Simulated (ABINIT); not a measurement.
Planning a run of ABINIT 10.8.3 on GaP (F-43m). The input:

```
acell 3*1.0 Angstrom
rprim 
  0.000000000000 2.725250000000 2.725250000000
  2.725250000000 0.000000000000 2.725250000000
  2.725250000000 2.725250000000 0.000000000000
ntypat 2
znucl 31 15
natom 2
typat 1 2
xred 
  0.000000000000 0.000000000000 0.000000000000
  0.250000000000 0.250000000000 0.250000000000
pp_dirpath "pseudos"
pseudos "Ga.upf, P.upf"
ecut 45
ngkpt 4 4 4
nshiftk 1
shiftk 0 0 0
kptopt 1
chksymbreak 0
istwfk *1
occopt 1
irdwfk 1
optdriver 4
nband 78
gwcalctyp 27
ecutsigx 45
symsigma 0
nkptgw 8
kptgw 
  0.0000000000 0.0000000000 0.0000000000
  0.2500000000 0.0000000000 0.0000000000
  0.5000000000 0.0000000000 0.0000000000
  0.2500000000 0.2500000000 0.0000000000
  0.5000000000 0.2500000000 0.0000000000
  -0.2500000000 0.2500000000 0.0000000000
  0.5000000000 0.5000000000 0.0000000000
  -0.2500000000 0.5000000000 0.2500000000
bdgw 
  11 23
  11 23
  11 23
  11 23
  11 23
  11 23
  11 23
  11 23
ecuteps 5
irdscr 1
irdqps 1
rhoqpmix 0.3
indata_prefix "in"
outdata_prefix "out"
tmpdata_prefix "tmp"
```

```sh
OMP_NUM_THREADS=1 mpirun -n 8 abinit run.abi > log
```

Estimate wall time and host memory on 8 MPI ranks of Intel Xeon Platinum 8488C (Sapphire Rapids), shared host.

It took 33 s; on shared hardware allow 17 s to 66 s. Peak host memory was 2.4 GiB.

[Paths, hosts, dates, memory and timing lines, banners, echoed tables and standing remarks are left out of the program output.]

[Logs are printed without paths, hosts, clocks, repeated set-up lines and the standing remarks that a program may print on its own settings, such as how far it seeks lower states.]

[Runs of the session that timed out or met a known fault of the program may be left out.]

[Hosts, paths, dates, database ids (printed as entryN), source tags and the programs' standing remarks are cut or masked in the printed files.]

[G0W0 gaps are taken among the corrected bands and points alone; a level outside them can change the order at an edge.]

[Where Ansatz stands beside ABINIT at settings called matched, ABINIT's density can come from a denser mesh and the files from another edition; pairs whose starting gaps differed by over 0.03 eV were left out, so agreement reads better than it is.]
